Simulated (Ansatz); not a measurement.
# N: a sweep of the PAW cutoff

Aim: hold N and all else fixed and vary the PAW cutoff, to see how far energy and properties move.

Method: DFT, PBE, PAW with Ansatz's default frozen-core files, scalar-relativistic, in Ansatz 0.2.0.

3 further runs of the same task are left out: 2 that didn't finish, 1 set aside as unsound or not needed.

## Step 1: Starting point

It takes space group P6_3/mmc (No. 194, hexagonal). Conventional cell: a = 1.916 Å, b = 1.916 Å, c = 7.648 Å, α = 90.00°, β = 90.00°, γ = 120.00°. Around N (site symmetry -6m2) lie 6 N at 1.92 Å.

As a file:

```cif
data_structure
_symmetry_space_group_name_H-M 'P6_3/mmc'
_symmetry_Int_Tables_number 194
_cell_length_a 1.9159
_cell_length_b 1.9159
_cell_length_c 7.6476
_cell_angle_alpha 90.000
_cell_angle_beta 90.000
_cell_angle_gamma 120.000
_cell_volume 24.31
loop_
_atom_site_label
_atom_site_type_symbol
_atom_site_symmetry_multiplicity
_atom_site_Wyckoff_symbol
_atom_site_fract_x
_atom_site_fract_y
_atom_site_fract_z
_atom_site_occupancy
N1 N 2 c 0.33333 0.66667 0.25000 1
```

The file gives the conventional cell by its symmetry; the runs use the cell typed in the input.

The cell was relaxed by PAW from a hypothetical start (hcp type); it needn't be the stable phase of this composition.

Atoms are numbered in the order of the input: N1, N2.

## Step 2: With PAW files, cutoff 150 eV

Input file input.yaml:

```yaml
crystal:
  lattice:
    - [1.9158952095, 0.0, 0.0]
    - [-0.9579476047, 1.6592139224, 0.0]
    - [0.0, 0.0, 7.6475803133]
  atoms:
    - { symbol: "N", position: [0.3333333333, 0.6666666667, 0.25] }
    - { symbol: "N", position: [0.6666666667, 0.3333333333, 0.75] }
kpoints:
  mp_grid: { grid: [19, 19, 10] }
scf:
  occupations: { method: fermi_dirac, width: 0.05 }
hamiltonian:
  xc: pbe
  pseudopotentials: { kind: paw }
output:
  forces: true
  stress: true
  eigenvalues: true
  efg: { contact_densities: true }
basis:
  ecutwfc: 150
```

On the command line:

```
> ansatz run input.yaml --threads 1 --pin off --max-ram 2048MiB --backend cpu --events-out ev --progress --plain --runs-dir out
```

## Step 3: With PAW files, cutoff 200 eV

Edit input.yaml of step 2 so:

```diff
@@ -21,2 +21,2 @@
 basis:
-  ecutwfc: 150
+  ecutwfc: 200
```

## Step 4: With PAW files, cutoff 300 eV

Edit input.yaml of step 3 so:

```diff
@@ -20,3 +20,7 @@
   efg: { contact_densities: true }
+  write_density: true
+  write_potential: true
+  elf: true
+  volumetric_format: npy
 basis:
-  ecutwfc: 200
+  ecutwfc: 300
```

## Step 5: With PAW files, cutoff 500 eV

Edit input.yaml of step 4 so:

```diff
@@ -25,2 +25,2 @@
 basis:
-  ecutwfc: 300
+  ecutwfc: 500
```

## Step 6: With PAW files, cutoff 800 eV

Edit input.yaml of step 5 so:

```diff
@@ -20,7 +20,3 @@
   efg: { contact_densities: true }
-  write_density: true
-  write_potential: true
-  elf: true
-  volumetric_format: npy
 basis:
-  ecutwfc: 500
+  ecutwfc: 800
```

(Steps that only read results are left out.)

**Question.** What will these runs give? Wanted: energy error of the loosest run; pressure, lowest to highest.

As calculated:

```
                             quantity                value
energy error of the loosest run (PAW)      7212.9 meV/atom
               within 1 meV/atom from        cutoff 500 eV
    pressure, lowest to highest (PAW)  -21.64 to 52.85 GPa
```

In words: At the loosest setting in the table the energy misses the tightest run by 7212.9 meV/atom; from cutoff 500 eV on, all lie within 1 meV/atom of it. The energy falls at every step, as a growing basis should make it. The pressure spans 74.49 GPa (PAW). The tightest run took 5.3 s against 1.4 s for the loosest.
